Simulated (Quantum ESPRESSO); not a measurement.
InP under changes of volume

One of the cells (25.167 Å³/atom); the others are scaled copies at fixed shape and fractional positions:

```
In P
1.0
     0.00000    2.93050    2.93050
     2.93050    0.00000    2.93050
     2.93050    2.93050    0.00000
In P
1 1
Direct
  0.00000 0.00000 0.00000
  0.75000 0.75000 0.75000
```

- Program: Quantum ESPRESSO 7.5
- Functional: PBE
- Dispersion: D3(BJ)
- Potentials or basis: PseudoDojo 0.4.1 SR PBE standard
- Cutoff: 952 eV
- Density cutoff: 3810 eV
- k mesh: 8 × 8 × 8
- Occupations: fermi-dirac, width 0.05 eV
- Spin: no spin polarisation

```csv
volume (Å³/atom),energy over the lowest point (meV/atom),pressure (GPa),gap on the mesh (eV)
23.657,37.76,6.4,1.05
24.160,20.51,4.6,0.93
24.663,8.85,2.9,0.82
25.167,2.19,1.4,0.71
25.670,0.00,0.0,0.60
26.173,?,?,?
26.677,7.23,-2.2,0.39
```

**Question.** What does the run at 26.173 Å³/atom give?

**Answer.** Energy over the lowest point 1.83 meV/atom; pressure -1.2 GPa; gap on the mesh 0.50 eV.

Worked out: A Birch-Murnaghan fit of order 3 (a polynomial in V^(-2/3)) to the other rows has its minimum at 25.68 Å³/atom with B0 = V·E''(V) = 65 GPa and B' = 4.7. It gives 1.82 meV/atom at 26.173 Å³/atom, against the run's 1.83, and -dE/dV = -1.2 GPa, against -1.2. A straight line through the other rows of the gap, of slope -5.48 eV per unit of ln V (its deformation potential), gives 0.49 eV, against the run's 0.50.

Energies are extrapolated to zero smearing.

Caveats: spin-orbit coupling is left out, which moves the levels of the heavy elements.
